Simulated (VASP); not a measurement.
# GeSe (Pnma) in VASP: notebook, part 2 of 2

VASP 6.6.1. Earlier steps stand in the parts before.

## 4. Band structure, PBE, spin-orbit coupling, no magnetisation

The input, INCAR:

```
PREC = Accurate ; ENCUT = 520
EDIFF = 1E-6 ; ISMEAR = 0
SIGMA = 0.03 ; LREAL = F
LASPH = T ; NELM = 80
ALGO = Normal ; ISIF = 2
LWAVE = F ; LCHARG = F
MAGMOM = 0 0 0 0 0 0 0 0 0 0 0 0 0 0 0 0 0 0 0 0 0 0 0 0 ; LORBIT = 11
LSORBIT = T ; GGA_COMPAT = F
GGA = PE ; KPAR = 2
```

The input, KPOINTS:

```
Automatic mesh
0
Gamma
  2 6 6
```

The input, POSCAR:

```
GeSe                                    
1.0
   10.9655862498      0.0000000000      0.0000000000
    0.0000000000      3.8827657750      0.0000000000
    0.0000000000     -0.0000000000      4.4200472921
  Ge              Se            
     4     4
Direct
     0.1233927516312001    0.7500000000000000    0.8875163003595742
     0.6233927516312001    0.7500000000000000    0.6124836996404259
     0.3766072483687999    0.2500000000000000    0.3875163003595742
     0.8766072483687999    0.2500000000000000    0.1124836996404258
     0.8548942551904906    0.7500000000000000    0.5018587096336309
     0.3548942551904906    0.7500000000000000    0.9981412903663692
     0.6451057448095094    0.2500000000000000    0.0018587096336308
     0.1451057448095094    0.2500000000000000    0.4981412903663692
```

KPOINTS_OPT is that of step 3.

Potentials or basis: VASP PAW PBE potentials, release 64 (Ge_d, Se).

On the command line:

```sh
cat potpaw_PBE.64/Ge_d/POTCAR potpaw_PBE.64/Se/POTCAR > POTCAR
mpirun -np 2 vasp_ncl > vasp.out
```

OUTCAR:

```text
PREC = Accurate
   ENCUT = 520
   EDIFF = 1E-6
   ISMEAR = 0
   LREAL = F
   LASPH = T
   NELM = 80
   ISIF = 2
   LORBIT = 11
   LSORBIT = T
   GGA = PE

 ion  position               nearest neighbor table
   1  0.123  0.750  0.888-   6 2.59   8 2.61   8 2.61
   2  0.623  0.750  0.612-   5 2.59   7 2.61   7 2.61
   3  0.377  0.250  0.388-   8 2.59   6 2.61   6 2.61
   4  0.877  0.250  0.112-   7 2.59   5 2.61   5 2.61
   5  0.855  0.750  0.502-   2 2.59   4 2.61   4 2.61
   6  0.355  0.750  0.998-   1 2.59   3 2.61   3 2.61
   7  0.645  0.250  0.002-   4 2.59   2 2.61   2 2.61
   8  0.145  0.250  0.498-   3 2.59   1 2.61   1 2.61

  LATTYP: Found a simple orthorhombic cell.
 ALAT       =     3.8827657750
 B/A-ratio  =     1.1383759795
 C/A-ratio  =     2.8241688748

  Lattice vectors:

 A1 = (   0.0000000000,   3.8827657750,   0.0000000000)
 A2 = (   0.0000000000,   0.0000000000,   4.4200472921)
 A3 = (  10.9655862498,   0.0000000000,   0.0000000000)

Analysis of symmetry for initial positions (statically):
=====================================================================
 Subroutine PRICEL returns:
 Original cell was already a primitive cell.

 Routine SETGRP: Setting up the symmetry group for a
 simple orthorhombic supercell.
[... 2685 lines left out ...]
     0.0000000     0.0000000     0.0000000     0.0000000     0.0000000     0.0000000     0.0000000
     0.0000000     0.0000000     0.0000000     0.0000000     0.0000000     0.0000000     0.0000000
     0.0000000     0.0000000     0.0000000     0.0000000     0.0000000     0.0000000     0.0000000
     0.0000000     0.0000000     0.0000000     0.0000000     0.0000000     0.0000000     0.0000000
     0.0000000     0.0000000     0.0000000     0.0000000     0.0000000     0.0000000     0.0000000
     0.0000000     0.0000000     0.0000000     0.0000000     0.0000000     0.0000000     0.0000000

 total charge

# of ion       s       p       d       tot
------------------------------------------
    1        1.315   0.789  10.021  12.124
    2        1.315   0.789  10.021  12.124
    3        1.315   0.789  10.021  12.124
    4        1.315   0.789  10.021  12.124
    5        1.475   2.307   0.032   3.814
    6        1.475   2.307   0.032   3.814
    7        1.475   2.307   0.032   3.814
    8        1.475   2.307   0.032   3.814
--------------------------------------------------
tot         11.159  12.384  40.212  63.755

 magnetization (x)

# of ion       s       p       d       tot
------------------------------------------
    1        0.000   0.000   0.000   0.000
    2        0.000   0.000   0.000   0.000
    3        0.000   0.000   0.000   0.000
    4        0.000   0.000   0.000   0.000
    5        0.000   0.000   0.000   0.000
    6        0.000   0.000   0.000   0.000
    7        0.000   0.000   0.000   0.000
    8        0.000   0.000   0.000   0.000
--------------------------------------------------
tot          0.000   0.000   0.000   0.000

 magnetization (y)

# of ion       s       p       d       tot
------------------------------------------
    1        0.000   0.000   0.000   0.000
    2       -0.000  -0.000  -0.000  -0.000
    3       -0.000  -0.000  -0.000  -0.000
    4        0.000   0.000   0.000   0.000
    5       -0.000  -0.000   0.000  -0.000
    6        0.000   0.000  -0.000   0.000
    7        0.000   0.000  -0.000   0.000
    8       -0.000  -0.000   0.000  -0.000
--------------------------------------------------
tot          0.000   0.000   0.000   0.000

 magnetization (z)

# of ion       s       p       d       tot
------------------------------------------
    1        0.000   0.000   0.000   0.000
    2        0.000   0.000   0.000   0.000
    3        0.000   0.000   0.000   0.000
    4        0.000   0.000   0.000   0.000
    5        0.000   0.000   0.000   0.000
    6        0.000   0.000   0.000   0.000
    7        0.000   0.000   0.000   0.000
    8        0.000   0.000   0.000   0.000
--------------------------------------------------
tot          0.000   0.000   0.000   0.000
```

OSZICAR:

```text
N       E                     dE             d eps       ncg     rms          rms(c)
DAV:   1     0.117949874602E+04    0.11795E+04   -0.32857E+04  8280   0.353E+03
DAV:   2     0.235961232501E+03   -0.94354E+03   -0.89834E+03  6144   0.116E+03
DAV:   3    -0.291437833869E+01   -0.23888E+03   -0.22633E+03  6656   0.270E+02
DAV:   4    -0.329055272417E+02   -0.29991E+02   -0.28868E+02  7440   0.101E+02
DAV:   5    -0.342628951154E+02   -0.13574E+01   -0.13415E+01  7168   0.217E+01    0.674E+00
DAV:   6    -0.339494788305E+02    0.31342E+00   -0.10011E+00  7856   0.530E+00    0.408E+00
DAV:   7    -0.339441841088E+02    0.52947E-02   -0.38139E-01  8392   0.217E+00    0.127E+00
DAV:   8    -0.339391635416E+02    0.50206E-02   -0.32284E-02  7568   0.137E+00    0.585E-01
DAV:   9    -0.339401378578E+02   -0.97432E-03   -0.85783E-03  7328   0.373E-01    0.145E-01
DAV:  10    -0.339400929416E+02    0.44916E-04   -0.18745E-03  7968   0.349E-01    0.732E-02
[... 91 further cycles ...]
DAV:   1     0.624669541156E+05   -0.36818E+04      512
DAV:   2     0.605800638673E+05   -0.18869E+04      384
DAV:   3     0.601236359730E+05   -0.45643E+03      416
DAV:   4     0.600612866314E+05   -0.62349E+02      448
DAV:   5     0.600581895673E+05   -0.30971E+01      448
DAV:   6     0.600580373109E+05   -0.15226E+00      456
DAV:   7     0.600580327646E+05   -0.45463E-02      464
DAV:   8     0.600580325638E+05   -0.20073E-03      512
DAV:   9     0.600580325606E+05   -0.32174E-05      448
DAV:  10     0.600580325605E+05   -0.13235E-06      272
```

stdout:

```text
POSCAR found type information on POSCAR GeSe
 POSCAR found :  2 types and       8 ions
 scaLAPACK will be used
 LDA part: xc-table for (Slater+PW92), standard interpolation
 POSCAR, INCAR and KPOINTS ok, starting setup
 FFT: planning ... GRIDC
 FFT: planning ... GRID_SOFT
 FFT: planning ... GRID
 WAVECAR not read
 entering main loop
 Start KPOINTS_OPT (optional k-point list driver)
k-point batch [1-32\258]
k-point batch [33-64\258]
k-point batch [65-96\258]
k-point batch [97-128\258]
k-point batch [129-160\258]
k-point batch [161-192\258]
k-point batch [193-224\258]
k-point batch [225-256\258]
k-point batch [257-258\258]
```

Run time: 59 min. Hardware: 2 MPI ranks of Intel Xeon Platinum 8559C (Emerald Rapids), shared host; peak memory 1.5 GiB.

What came out:

| Item | Value |
| --- | --- |
| Free energy | -33.9402 eV |
| Pressure | 1.0 GPa |
| Largest force | 0.031 eV/Å |
| Valence electrons inside the program's atomic spheres | Ge 12.12; Se 3.81 |

Forces on the atoms (eV/Å):
```
Ge   0.017  0.000 -0.017
Ge   0.017  0.000  0.017
Ge  -0.017  0.000 -0.017
Ge  -0.017  0.000  0.017
Se  -0.025  0.000 -0.019
Se  -0.025  0.000  0.019
Se   0.025  0.000 -0.019
Se   0.025  0.000  0.019
```

## 5. Band structure, TB-mBJ

POSCAR is that of step 4.

The input, INCAR.step1:

```
PREC = Accurate ; ENCUT = 520
EDIFF = 1E-5 ; ISMEAR = 0
SIGMA = 0.03 ; LREAL = F
LASPH = T ; NELM = 80
ALGO = Normal ; ISIF = 2
LWAVE = T ; LCHARG = F
KPAR = 2 ; GGA = PE
```

The input, INCAR.step2:

```
PREC = Accurate ; ENCUT = 520
EDIFF = 1E-6 ; ISMEAR = 0
SIGMA = 0.03 ; LREAL = F
LASPH = T ; NELM = 80
ALGO = Normal ; ISIF = 2
LWAVE = F ; LCHARG = F
METAGGA = MBJ ; KPAR = 2
ISTART = 1
```

The input, KPOINTS:

```
Automatic mesh
0
Gamma
  4 8 6
```

KPOINTS_OPT is that of step 4.

On the command line:

```sh
cat potpaw_PBE.64/Ge_d/POTCAR potpaw_PBE.64/Se/POTCAR > POTCAR
cp INCAR.step1 INCAR
mpirun -np 2 vasp_std > vasp.out
cp INCAR.step2 INCAR
mpirun -np 2 vasp_std > vasp.out
```

Wall time 19 min (2 MPI ranks of Intel Xeon Platinum 8559C (Emerald Rapids), shared host); peak memory 0.82 GiB.

The run converged. Its results:

```yaml
Band_gap_on_the_k_mesh: 1.07 eV, indirect (least direct gap 1.27 eV)
Band_gap_along_the_path: 1.08 eV, indirect (least direct gap 1.27 eV)
```

Levels at the corners of the path, in eV from the valence-band top:
| point | band 37 | band 38 | band 39 | band 40 | band 41 | band 42 | band 43 | band 44 |
| --- | --- | --- | --- | --- | --- | --- | --- | --- |
| Γ | -1.52 | -1.05 | -0.82 | -0.19 | 1.08 | 3.06 | 3.08 | 3.11 |
| X | -1.28 | -1.28 | -1.07 | -1.07 | 1.55 | 1.55 | 1.61 | 1.61 |
| X | -1.28 | -1.28 | -1.07 | -1.07 | 1.55 | 1.55 | 1.61 | 1.61 |
| S | -2.11 | -2.11 | -1.47 | -1.47 | 3.19 | 3.19 | 3.53 | 3.53 |
| S | -2.11 | -2.11 | -1.47 | -1.47 | 3.19 | 3.19 | 3.53 | 3.53 |
| Y | -0.75 | -0.75 | -0.29 | -0.29 | 1.61 | 1.61 | 2.30 | 2.30 |
| Y | -0.75 | -0.75 | -0.29 | -0.29 | 1.61 | 1.61 | 2.30 | 2.30 |
| Γ | -1.52 | -1.05 | -0.82 | -0.19 | 1.08 | 3.06 | 3.08 | 3.11 |
| Γ | -1.52 | -1.05 | -0.82 | -0.19 | 1.08 | 3.06 | 3.08 | 3.11 |
| Z | -1.79 | -1.79 | -0.46 | -0.46 | 2.70 | 2.70 | 2.82 | 2.82 |
| Z | -1.79 | -1.79 | -0.46 | -0.46 | 2.70 | 2.70 | 2.82 | 2.82 |
| U | -1.36 | -1.36 | -1.36 | -1.36 | 1.86 | 1.86 | 1.86 | 1.86 |
| U | -1.36 | -1.36 | -1.36 | -1.36 | 1.86 | 1.86 | 1.86 | 1.86 |
| R | -1.47 | -1.47 | -1.47 | -1.47 | 2.93 | 2.93 | 2.93 | 2.93 |
| R | -1.47 | -1.47 | -1.47 | -1.47 | 2.93 | 2.93 | 2.93 | 2.93 |
| T | -0.50 | -0.50 | -0.39 | -0.39 | 1.63 | 1.63 | 2.31 | 2.31 |
| T | -0.50 | -0.50 | -0.39 | -0.39 | 1.63 | 1.63 | 2.31 | 2.31 |
| Z | -1.79 | -1.79 | -0.46 | -0.46 | 2.70 | 2.70 | 2.82 | 2.82 |
| Y | -0.75 | -0.75 | -0.29 | -0.29 | 1.61 | 1.61 | 2.30 | 2.30 |
| T | -0.50 | -0.50 | -0.39 | -0.39 | 1.63 | 1.63 | 2.31 | 2.31 |
| U | -1.36 | -1.36 | -1.36 | -1.36 | 1.86 | 1.86 | 1.86 | 1.86 |
| X | -1.28 | -1.28 | -1.07 | -1.07 | 1.55 | 1.55 | 1.61 | 1.61 |
| S | -2.11 | -2.11 | -1.47 | -1.47 | 3.19 | 3.19 | 3.53 | 3.53 |
| R | -1.47 | -1.47 | -1.47 | -1.47 | 2.93 | 2.93 | 2.93 | 2.93 |

Caveat: the PAW data sets were made with another functional, which shifts forces and pressure a little.

## 6. Band structure, TB-mBJ, spin-orbit coupling, no magnetisation

POSCAR is that of step 5.

INCAR.step1, as its differences from that of step 5:

```diff
@@ -6,2 +6,5 @@
 LWAVE = T ; LCHARG = F
-KPAR = 2 ; GGA = PE
+LNONCOLLINEAR = T ; MAGMOM = 0 0 0 0 0 0 0 0 0 0 0 0 0 0 0 0 0 0 0 0 0 0 0 0
+LORBIT = 11 ; LSORBIT = T
+GGA_COMPAT = F ; KPAR = 2
+GGA = PE
```

INCAR.step2, as its differences from that of step 5:

```diff
@@ -6,3 +6,5 @@
 LWAVE = F ; LCHARG = F
-METAGGA = MBJ ; KPAR = 2
-ISTART = 1
+LNONCOLLINEAR = T ; MAGMOM = 0 0 0 0 0 0 0 0 0 0 0 0 0 0 0 0 0 0 0 0 0 0 0 0
+LORBIT = 11 ; LSORBIT = T
+GGA_COMPAT = F ; METAGGA = MBJ
+KPAR = 2 ; ISTART = 1
```

The input, KPOINTS:

```
Automatic mesh
0
Gamma
  2 6 6
```

KPOINTS_OPT is that of step 5.

Potentials or basis: VASP PAW PBE potentials, release 64 (Ge_d, Se).

On the command line:

```sh
cat potpaw_PBE.64/Ge_d/POTCAR potpaw_PBE.64/Se/POTCAR > POTCAR
cp INCAR.step1 INCAR
mpirun -np 2 vasp_ncl > vasp.out
cp INCAR.step2 INCAR
mpirun -np 2 vasp_ncl > vasp.out
```

Wall time 1.5 h (2 MPI ranks of Intel Xeon Platinum 8559C (Emerald Rapids), shared host); peak memory 1.6 GiB.

It converged, with:

* Valence electrons inside the program's atomic spheres: Ge 11.92; Se 4.09

Caveat: the PAW data sets were made with another functional, which shifts forces and pressure a little.

## 7. Overview

```tsv
level	potentials or basis	spin	k mesh	gap on the mesh (eV)	pressure (GPa)	largest force (eV/Å)
PBE	VASP PAW PBE potentials, release 64 (Ge_d, Se)	off	4 × 8 × 6	0.71	0.9	0.02
LDA	VASP PAW LDA potentials, release 64 (Ge_d, Se)	off	4 × 8 × 6	0.65	-3.6	0.18
PBE	VASP PAW PBE potentials, release 64 (Ge_d, Se)	SOC, no magnetisation	2 × 6 × 6	-	1.0	0.03
TB-mBJ	VASP PAW PBE potentials, release 64 (Ge_d, Se)	off	4 × 8 × 6	1.07	-	-
TB-mBJ	VASP PAW PBE potentials, release 64 (Ge_d, Se)	SOC, no magnetisation	2 × 6 × 6	-	-	-
```

Alike in all rows: task band structure; cell as given; cutoff (eV) 520; smearing gaussian 0.03 eV.

Caveats: the PAW data sets were made with another functional, which shifts forces and pressure a little (some runs).

Absolute energies hang on the potentials; compare differences alone.
